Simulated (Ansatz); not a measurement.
CuO:

```xyz
4
Lattice="2.8795 0.0000 0.0000 0.0391 2.8793 0.0000 0.0175 0.0172 5.1763" Properties=species:S:1:pos:R:3 pbc="T T T"
Cu    0.0195    1.4396    0.0000
Cu    1.4485    0.0086    2.5882
O     2.8881    0.0177    3.8817
O     0.0479    2.8788    1.2947
```

The cell comes from a database or a generator and needn't be the stable form of this composition.

* Program: Ansatz 0.2.0
* Task: relaxation of cell and atoms
* Functional: PBEsol
* Potentials or basis: Ansatz PAW
* Cutoff: 420 eV (not typed: the program's choice for these potentials)
* k mesh: 9 × 9 × 5
* Occupations: fermi-dirac, width 0.05 eV
* Spin: no spin polarisation

At the start: volume 10.73 Å³/atom.

How do energy, volume and symmetry change on relaxing?

It ends after 8 steps and the volume is 10.67 Å³/atom (-0.6 %); space group P4_2/mmc (No. 131, to 0.05 Å).

The path:
```
step  energy change (eV)  largest force (eV/Å)  volume (Å³)
   1              0.0000                0.0129        42.92
   2             -0.0075                0.0092        42.82
   3             -0.0106                0.0036        42.65
   4             -0.0105                0.0025        42.66
   5             -0.0105                0.0007        42.67
   6             -0.0097                0.0007        42.67
   7             -0.0097                0.0001        42.67
   8             -0.0097                0.0001        42.67
```

Final structure:
```xyz
4
Lattice="2.8953 -0.0158 -0.0038 0.0234 2.8952 -0.0038 0.0107 0.0106 5.0895" Properties=species:S:1:pos:R:3 pbc="T T T"
Cu    0.0117    1.4476   -0.0019
Cu    1.4530   -0.0026    2.5429
O     2.9024   -0.0070    3.8134
O     0.0270    2.8970    1.2686
```

Caveat: the plane-wave basis is chosen anew once the cell has moved, so the energies of steps on either side of that aren't comparable; the pressure holds a Pulay correction of +0.7 GPa for the finite cutoff; the run has no spin polarisation, though such a crystal can be magnetic; the PAW data sets come from PBE, with cores solved anew for the run's functional, which leaves a small shift of forces and pressure.
